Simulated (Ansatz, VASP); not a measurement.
# NiSb (Breithauptite) in VASP and in Ansatz

```xyz
4
Lattice="3.9016 0.0000 0.0000 -1.9508 3.3789 0.0000 0.0000 0.0000 5.0856" Properties=species:S:1:pos:R:3 pbc="T T T"
Sb    1.9508    1.1263    3.8142
Sb    0.0000    2.2526    1.2714
Ni    0.0000    0.0000    2.5428
Ni    0.0000    0.0000    0.0000
```

Change from the starting cell: volume scaled by 0.98.

Alike in both runs: task single point; functional PBE; k mesh 8 × 8 × 5; occupations fermi-dirac, width 0.05 eV; collinear spin, ferromagnetic start.

```csv
,VASP,Ansatz
version,VASP 6.6.1,Ansatz 0.2.0
potentials or method,"VASP PAW PBE potentials, release 64 (Sb, Ni)",Ansatz PAW
plane-wave cutoff (eV),520,420
valence electrons in the cell,30,66
```

```csv
,VASP,Ansatz,Ansatz less VASP
gap on the k mesh at the Fermi level (eV),none,none,-
pressure (GPa),6.3,6.5,+0.19
largest component of the traceless stress (GPa),0.38,0.51,+0.127
net moment per atom (μB),0.00,0.00,0.000
```

A gap of «none» marks a metal or a gap that the smearing closes. The two sets of potentials don't hold the same shells in valence.

Caveats: the starting moments weren't kept (Ansatz). The runs have no spin-orbit coupling, so splittings on Sb are missing.
